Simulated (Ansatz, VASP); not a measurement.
Two plane-wave programs on TiB2

```
Ti B
1.0
     2.98826    0.00000    0.00000
    -1.49413    2.58791    0.00000
     0.00000    0.00000    3.18477
Ti B
1 2
Direct
  0.00000 0.00000 0.00000
  0.33333 0.66667 0.50000
  0.66667 0.33333 0.50000
```

Alike in both runs: task single point; functional PBEsol; k mesh 11 × 11 × 9; no spin polarisation.

|  | VASP | Ansatz |
| --- | --- | --- |
| version | VASP 6.6.1 | Ansatz 0.2.0 |
| potentials or method | VASP PAW PBE potentials, release 64 (Ti_sv, B) | plane waves, PAW |
| plane-wave cutoff (eV) | 520 | 517 |
| occupations | methfessel-paxton of order 1, width 0.1 eV | methfessel-paxton of order 1 |
| valence electrons in the cell | 18 | 18 |

VASP gave:

* pressure (GPa): 6.2
* largest component of the traceless stress (GPa): 3.67

Question: Which values does Ansatz return?

Answer: Pressure (GPa): 5.8; largest component of the traceless stress (GPa): 3.58.

Caveats: the PAW data sets were made with another functional, which shifts forces and pressure a little (VASP).
